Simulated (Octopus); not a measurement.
# MgO (P6_3mc) in Octopus: reference runs

Reference runs on MgO: the cell as given.

All numbers are computed with Octopus 16.4; they aren't measurements. Logs are shortened: lines on timing, memory, paths and dates and some standing lists are left out, and cuts for length are marked.

## (1) The structure

The structure is hexagonal, space group P6_3mc (No. 186). The conventional cell has a = 3.308 Å, b = 3.308 Å, c = 4.983 Å, α = 90.00°, β = 90.00°, γ = 120.00°. Mg (site symmetry 3m) has 4 O at 1.97 to 1.99 Å as nearest neighbours. O (site symmetry 3m) is surrounded by 4 Mg at 1.97 to 1.99 Å.

Measurements of this composition are mostly on another form, of space group No. 225.

## (2) Single point, PBE

inp reads:

```
CalculationMode = gs
UnitsOutput = eV_Angstrom
PeriodicDimensions = 3
ExperimentalFeatures = yes
PseudopotentialSet = pseudodojo_pbe
%LatticeParameters
 1*angstrom | 1*angstrom | 1*angstrom
%
%LatticeVectors
 3.3077869865 | 0 | 0
 -1.6538934933 | 2.8646275606 | 0
 0 | 0 | 4.98288167
%
%ReducedCoordinates
 "Mg" | 0.6666666667 | 0.3333333333 | 0.50215974
 "Mg" | 0.3333333333 | 0.6666666667 | 0.00215974
 "O" | 0.6666666667 | 0.3333333333 | 0.90244026
 "O" | 0.3333333333 | 0.6666666667 | 0.40244026
%
%Spacing
 0.12251063*angstrom | 0.12251063*angstrom | 0.12457204*angstrom
%
DerivativesOrder = 8
%KPointsGrid
 9 | 9 | 6
%
KPointsUseSymmetries = yes
XCFunctional = gga_x_pbe + gga_c_pbe
SmearingFunction = fermi_dirac
Smearing = 0.05*eV
ExtraStates = 8
Eigensolver = chebyshev_filter
ConvRelDens = 3e-7
MaximumIter = 120
```

Potentials or basis: pseudodojo_pbe (PseudoDojo 0.5, PBE).

Run with:

```sh
> OMP_NUM_THREADS=1 octopus > out.log
```

out.log:

```text
Running octopus

Version                : 16.4
Optional libraries     :

************************** Calculation Mode **************************
Input: [CalculationMode = gs]
**********************************************************************

Input: [SpinComponents = unpolarized]

******************************* Space ********************************
Octopus will run in 3 dimension(s).
Octopus will treat the system as periodic in 3 dimension(s).
**********************************************************************

Input: [AllElectronType = no]
Input: [PseudopotentialSet = pseudodojo_pbe]
Reading Coordinates from ReducedCoordinates block

****************************** Species *******************************
  Species 'Mg'
    type             : pseudopotential
    file             : 'Mg.upf'
    file format      : UPF2
    valence charge   : 10.0
    atomic number    :  12
    form on file     : kleinman-bylander
    lmax             : 1
    llocal           : -1
    projectors per l : 2
    total projectors : 4
    application form : kleinman-bylander
    orbitals         :  5
    bound orbitals   :  5

  Species 'O'
    type             : pseudopotential
    file             : 'O.upf'
    file format      : UPF2
    valence charge   : 6.0
    atomic number    :   8
    form on file     : kleinman-bylander
    lmax             : 2
    llocal           : -1
    projectors per l : 2
    total projectors : 6
    application form : kleinman-bylander
    orbitals         :  4
    bound orbitals   :  4

**********************************************************************

***************************** Symmetries *****************************
Space group No.  186
International: P6_3mc
Schoenflies: C6v^4
Info: The system has     6 symmorphic symmetries that can be used.
  Index                Rotation matrix                      Fractional translations
    1 :     1   0   0     0   1   0     0   0   1      0.000000    0.000000    0.000000
    2 :     0   1   0    -1  -1   0     0   0   1      0.000000    0.000000    0.000000
    3 :    -1  -1   0     1   0   0     0   0   1      0.000000    0.000000    0.000000
    4 :     1   1   0     0  -1   0     0   0   1      0.000000    0.000000    0.000000
    5 :     0  -1   0    -1   0   0     0   0   1      0.000000    0.000000    0.000000
    6 :    -1   0   0     1   1   0     0   0   1      0.000000    0.000000    0.000000
Info: The system also has     6 nonsymmorphic symmetries (not used for electrons).
    1 :     1   1   0    -1   0   0     0   0   1     -0.000000   -0.000000   -0.500000
    2 :    -1   0   0     0  -1   0     0   0   1     -0.000000   -0.000000   -0.500000
    3 :     0  -1   0     1   1   0     0   0   1      0.000000   -0.000000   -0.500000
    4 :     0   1   0     1   0   0     0   0   1      0.000000   -0.000000   -0.500000
    5 :     1   0   0    -1  -1   0     0   0   1     -0.000000   -0.000000   -0.500000
    6 :    -1  -1   0     0   1   0     0   0   1     -0.000000   -0.000000   -0.500000
**********************************************************************

Input: [CurvMethod = curv_affine]
Input: [DerivativesStencil = stencil_stargeneral]

****************************** Lattice *******************************
  Lattice Vectors [A]
    3.307787    0.000000    0.000000
   -1.653893    2.864628    0.000000
    0.000000    0.000000    4.982882
  Cell volume =            47.2157 [A^3]
  Reciprocal-Lattice Vectors [A^-1]
    1.899513    1.096685   -0.000000
    0.000000    2.193369    0.000000
    0.000000   -0.000000    1.260954
  Cell angles [degree]
    alpha =   90.000
    beta  =   90.000
    gamma =  120.000
**********************************************************************

Checking if the generated full k-point grid is symmetric

    62 k-points generated from parameters :
 ---------------------------------------------------
    n =    9    9    6

    s1  =  0.50  0.50  0.00

   index |      weight  |             coordinates              |
       1 |     0.002058 |    0.000000    0.000000    0.000000  |
       2 |     0.012346 |    0.111111    0.000000    0.000000  |
       3 |     0.004115 |    0.000000    0.000000    0.166667  |
       4 |     0.012346 |    0.111111    0.111111    0.000000  |
       5 |     0.012346 |    0.111111    0.000000    0.166667  |
       6 |     0.012346 |   -0.111111    0.000000    0.166667  |
[... 54 lines left out ...]
      61 |     0.012346 |    0.444444    0.111111    0.500000  |
      62 |     0.004115 |    0.333333    0.333333    0.500000  |

Input: [SmearingFunction = fermi_dirac]
Input: [SymmetrizeDensity = yes]

[... 55 lines left out ...]
Info: Pseudopotential for O
  Radii for localized parts:
    local part     =  1.2 A
    non-local part =  1.1 A
    orbitals       =  3.8 A

Input: [RelativisticCorrection = non_relativistic]
Input: [DFTULevel = dft_u_none]
Input: [MagneticConstrain = 0]

Info: Generating external potential
      done.
Input: [InteractionTiming = timing_exact]
Info: Octopus initialization completed.
Info: Starting calculation mode.
Info: Allocating ground state wave-functions
Info: Blocks of states
      Block       1 contains       4 states:       1 -       4
      Block       2 contains       4 states:       5 -       8
      Block       3 contains       4 states:       9 -      12
      Block       4 contains       4 states:      13 -      16
      Block       5 contains       4 states:      17 -      20
      Block       6 contains       4 states:      21 -      24
Info: Ground-state allocation done.
Info: Could not find 'restart/gs' directory for restart.
Info: No restart information will be read.

** Warning:
**   Unable to read wavefunctions.
**   Starting from scratch!

**************************** Eigensolver *****************************
Input: [Eigensolver = chebyshev_filter]
Input: [SubspaceDiagonalization = standard]
**********************************************************************

Input: [MixField = potential] (what to mix during SCF cycles)
Input: [MixingScheme = broyden]
Info: Mixing uses    4 steps and restarts after   20 steps.
Input: [LCAOStart = lcao_states]
Input: [LCAOScaleFactor = 1.000]
Input: [LCAOMaximumOrbitalRadius = 10.58 A]

** Warning:
**   Cannot do LCAO for all states because there are not enough atomic orbitals.
**   Required: 24. Available: 18. 6 orbitals will be randomized.

Info: Unnormalized total charge =     31.998271
Info: Renormalized total charge =     32.000000

** Warning:
**   Symmetrization discrepancy ratio (scalar) =  1.93311E-05

Info: Setting up Hamiltonian.
Info: Performing initial LCAO calculation with     18 orbitals.
Info: Getting Hamiltonian matrix elements.

Eigenvalues [eV]
 #st  Spin   Eigenvalue      Occupation
#k =       1, k = (  0.000000,  0.000000,  0.000000)
   1   --   -72.768525       2.000000
   2   --   -72.763557       2.000000
   3   --   -39.619627       2.000000
   4   --   -39.585617       2.000000
   5   --   -39.584669       2.000000
   6   --   -39.575488       2.000000
[... 10 lines left out ...]
  17   --     1.106405       2.000000
  18   --     7.721876       0.000000
#k =       2, k = (  0.111111,  0.000000,  0.000000)
   1   --   -72.732294       2.000000
   2   --   -72.727745       2.000000
   3   --   -39.320554       2.000000
   4   --   -39.288197       2.000000
   5   --   -39.277551       2.000000
   6   --   -39.264048       2.000000
[... 10 lines left out ...]
  17   --     1.570406       2.000000
  18   --     8.073041       0.000000
[... 60 further k-points ...]
Fermi energy =     2.416291 eV
Generating random wavefunctions for states       19 and above
Orthogonalizing wavefunctions.
Info: Ground-state restart information will be written to 'restart/gs'.
Info: SCF using complex wavefunctions.
Info: Starting SCF iteration.

** Warning:
**   Symmetrization discrepancy ratio (scalar) =  1.10197E-02

*********************** SCF CYCLE ITER #    1 ************************
 etot  = -4.23989510E+03 abs_ev   =  1.10E+02 rel_ev   =  1.20E-01
 ediff =        1.56E+02 abs_dens =  4.18E+00 rel_dens =  1.31E-01
Matrix vector products: 1550
Converged eigenvectors: 0

#  State  KPoint  Eigenvalue [eV]  Occupation    Error
      1       1      -72.770223    2.000000   ( 8.6E-07)
      1       2      -72.769899    2.000000   ( 4.2E-05)
      1       3      -72.769899    2.000000   ( 3.3E-05)
      1       6      -72.769592    2.000000   ( 5.7E-05)
      1       5      -72.769592    2.000000   ( 7.3E-05)
      1       4      -72.769306    2.000000   ( 8.2E-05)
      1       8      -72.769039    2.000000   ( 7.5E-05)
      1       7      -72.769032    2.000000   ( 1.0E-04)
[... 23 lines left out ...]
     24      43       18.754863    0.000000   ( 1.7E-01)
     24      24       19.005549    0.000000   ( 1.8E-01)
     24       4       19.140659    0.000000   ( 2.1E-01)
     24      56       19.321449    0.000000   ( 2.2E-01)
     24      21       19.415118    0.000000   ( 2.1E-01)
     24      31       19.792147    0.000000   ( 1.7E-01)
     24      44       19.909474    0.000000   ( 2.2E-01)
     24      53       19.920458    0.000000   ( 2.3E-01)

Density of states:

-------------------------%--------------------------------------------
-------------------------%--------------------------------------------
-------------------------%--------------------------------------------
-------------------------%--------------------------------------------
-------------------------%------------------------%-------------------
-------------------------%------------------------%-------------------
-------------------------%-----------------------%%-------------------
%------------------------%-------------%---------%%-------------------
%------------------------%-------------%---------%%------------%------
%------------------------%-------------%---------%%------%%%%%%%%%%%--
                                                    ^

Fermi energy =    -3.120799 eV

**********************************************************************

*********************** SCF CYCLE ITER #    2 ************************
 etot  = -4.15501869E+03 abs_ev   =  3.07E+01 rel_ev   =  3.44E-02
 ediff =        3.12E+00 abs_dens =  1.93E+00 rel_dens =  6.04E-02
Matrix vector products: 1550
Converged eigenvectors: 0
[... 151 lines left out ...]
*********************** SCF CYCLE ITER #   15 ************************
 etot  = -4.13862843E+03 abs_ev   =  6.04E-05 rel_ev   =  6.82E-08
 ediff =        3.73E-06 abs_dens =  2.51E-06 rel_dens =  7.83E-08
Matrix vector products: 1550
Converged eigenvectors: 214

#  State  KPoint  Eigenvalue [eV]  Occupation    Error
      1       1      -73.610346    2.000000   ( 9.1E-09)
      1       2      -73.610058    2.000000   ( 9.0E-09)
      1       3      -73.610054    2.000000   ( 7.7E-09)
      1       5      -73.609781    2.000000   ( 7.6E-09)
      1       6      -73.609781    2.000000   ( 7.5E-09)
      1       4      -73.609531    2.000000   ( 7.6E-09)
      1       8      -73.609294    2.000000   ( 7.6E-09)
      1       7      -73.609285    2.000000   ( 7.5E-09)
[... 23 lines left out ...]
     24      47       15.213413    0.000000   ( 3.9E-02)
     24      48       15.231512    0.000000   ( 4.4E-02)
     24      33       15.256611    0.000000   ( 4.1E-02)
     24      50       15.278425    0.000000   ( 4.1E-02)
     24      53       15.649655    0.000000   ( 4.4E-02)
     24       2       15.696353    0.000000   ( 5.0E-02)
     24       1       15.732224    0.000000   ( 4.9E-02)
     24      58       16.485239    0.000000   ( 6.3E-02)

Density of states:

-------------------------%--------------------------------------------
-------------------------%--------------------------------------------
-------------------------%--------------------------------------------
-------------------------%--------------------------------------------
-------------------------%--------------------------------------------
-------------------------%--------------------------------------------
-------------------------%----------------------------%---------------
%------------------------%-----------------%---------%%%----------%---
%------------------------%-----------------%---------%%%-----%-%-%%%--
%------------------------%-----------------%---------%%%----%%%%%%%%--
                                                        ^

Fermi energy =    -0.243417 eV

**********************************************************************

Info: SCF converged in   15 iterations

** Warning:
**   Some of the states are not fully converged!

Info: Number of matrix-vector products:      23250
Info: Finished writing information to 'restart/gs'.

Octopus emitted 19 warnings.
```

Wall time 11 min (1 thread of Arm Neoverse V1, shared host); peak memory 2 GiB.

What came out:

* Free energy: -4138.6286 eV
* Band gap on the k mesh: 3.49 eV, direct

Levels at points of the mesh, in eV from the valence-band top:
```csv
k point,band 14,band 15,band 16,band 17,band 18,band 19
"(0.00, 0.00, 0.00)",-0.44,-0.44,0.00,3.49,8.54,10.35
"(0.00, 0.00, 0.50)",-0.62,-0.61,-0.61,5.99,5.99,13.24
```

Caveat: an odd mesh through Γ misses points on the zone boundary, where band edges often lie.
